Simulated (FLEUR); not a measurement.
## CdTe: equation of state with PBEsol

**Measured values to compare with.**

“Multiscale insight into the Cd1-xZnxTe vibrational-mechanical properties -- High-pressure experiments and ab initio calculations”, 2023, arxiv:2306.14539 quotes, for a powder of CdTe: bulk modulus 42 ± 2 GPa.

Crystal: CdTe.

```
CELL_PARAMETERS angstrom
0.00000 3.20500 3.20500
3.20500 0.00000 3.20500
3.20500 3.20500 0.00000
ATOMIC_POSITIONS crystal
Te 0.75000 0.75000 0.75000
Cd 0.00000 0.00000 0.00000
```

```
Program                  : FLEUR MaX-R8.1 (later development tree)
Task                     : equation of state
Functional               : PBEsol
Potentials or basis      : all-electron
Basis                    : FLAPW
Kmax                     : 4.39 1/bohr
k mesh                   : 7 × 7 × 7
Occupations              : fermi-dirac, width 0.05 eV
Spin                     : no spin polarisation
Gmax                     : 13.6 1/bohr
Muffin-tin radii         : Te 2.23, Cd 2.48 bohr
lmax                     : Te 9, Cd 10
lnonsphr                 : Te 9, Cd 10
Local orbitals a species : Te 6, Cd 5
```

| Quantity | Value |
| --- | --- |
| Equilibrium volume | 34.17 Å³/atom |
| Bulk modulus | 42 GPa |
| Pressure derivative of the bulk modulus | 4.7 |

Energy against volume, from the lowest point:
```
volume (Å³/atom)  energy (meV/atom)
          30.947              47.57
          31.605              28.86
          32.263              15.36
          32.922               6.24
          33.580               1.26
          34.239               0.00
          34.897               1.88
```

A measured bulk modulus of CdTe is 42 GPa (powder; quoted in “Multiscale insight into the Cd1-xZnxTe vibrational-mechanical properties -- High-pressure experiments and ab initio calculations”, 2023, arxiv:2306.14539); the calculated 42 GPa misses it by -0.8 %. The fit is for a static lattice scaled at fixed shape and fixed fractional positions.

Spin-orbit coupling is left out, which matters for the levels of Te.
